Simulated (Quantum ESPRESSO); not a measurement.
MgS and the effect of the choice of potentials or basis

The cell as given:

```cif
data_structure
_symmetry_space_group_name_H-M 'Fm-3m'
_symmetry_Int_Tables_number 225
_cell_length_a 5.2033
_cell_length_b 5.2033
_cell_length_c 5.2033
_cell_angle_alpha 90.000
_cell_angle_beta 90.000
_cell_angle_gamma 90.000
_cell_volume 140.88
loop_
_atom_site_label
_atom_site_type_symbol
_atom_site_symmetry_multiplicity
_atom_site_Wyckoff_symbol
_atom_site_fract_x
_atom_site_fract_y
_atom_site_fract_z
_atom_site_occupancy
S1 S 4 b 0.50000 0.00000 0.00000 1
Mg1 Mg 4 a 0.00000 0.00000 0.00000 1
```

Kept alike: task relaxation of cell and atoms; functional LDA; k mesh 9 × 9 × 9; occupations fermi-dirac, width 0.05 eV; no spin polarisation. Program: Quantum ESPRESSO. Cutoffs run from 612 to 1143 eV. The mesh is that of the run's cell of 2 atoms. No spin-orbit coupling.

```csv
choice of potentials or basis,volume (Å³/atom)
GBRV 1.5 LDA,16.851
PseudoDojo 0.4.1 SR LDA standard,16.892
PseudoDojo 0.4.1 SR LDA stringent,16.892
```

The relaxations keep at least the cell's symmetry (Fm-3m). Relaxations stop with a little pressure left, so the last digits of a volume or edge aren't settled. Runs of this series that gave no sound value for these columns are left out.

Q: What does the choice of potentials or basis change here?

A: The volume runs from 16.851 (GBRV 1.5 LDA) to 16.892 Å³/atom (PseudoDojo 0.4.1 SR LDA standard; PseudoDojo 0.4.1 SR LDA stringent).
